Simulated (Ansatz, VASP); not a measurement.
## TiAl3: VASP beside Ansatz

```
CELL_PARAMETERS angstrom
2.83968 0.00000 0.00000
0.00000 4.68126 0.00000
0.00000 0.00000 4.90074
ATOMIC_POSITIONS crystal
Ti 0.00000 0.50000 0.16592
Al 0.00000 0.00000 0.83590
Al 0.50000 0.00000 0.33091
Al 0.50000 0.50000 0.66727
```

Alike in both runs: functional LDA; k mesh 9 × 6 × 6; occupations fermi-dirac, width 0.05 eV; no spin polarisation.

|  | VASP | Ansatz |
| --- | --- | --- |
| version | VASP 6.6.1 | Ansatz 0.2.0 |
| potentials or method | VASP PAW LDA potentials, release 64 (Ti_sv, Al), cutoff 520 eV | all-electron LAPW, scalar-relativistic |
| task | single point | band structure |

Ansatz gave:

* gap on the k mesh at the Fermi level (eV): none
* pressure (GPa): -5.1
* largest component of the traceless stress (GPa): 2.07
* rms of the force components (eV/Å): 0.031

Q: What did VASP give for the same quantities?

A: gap on the k mesh at the Fermi level (eV): none; pressure (GPa): -5.0; largest component of the traceless stress (GPa): 2.07; rms of the force components (eV/Å): 0.030.

Atom by atom the forces differ by 0.001 eV/Å (rms over components). A gap of «none» marks a metal or a gap that the smearing closes. Ansatz ran all-electron here, so the differences hold the error of VASP's frozen core and of both bases.
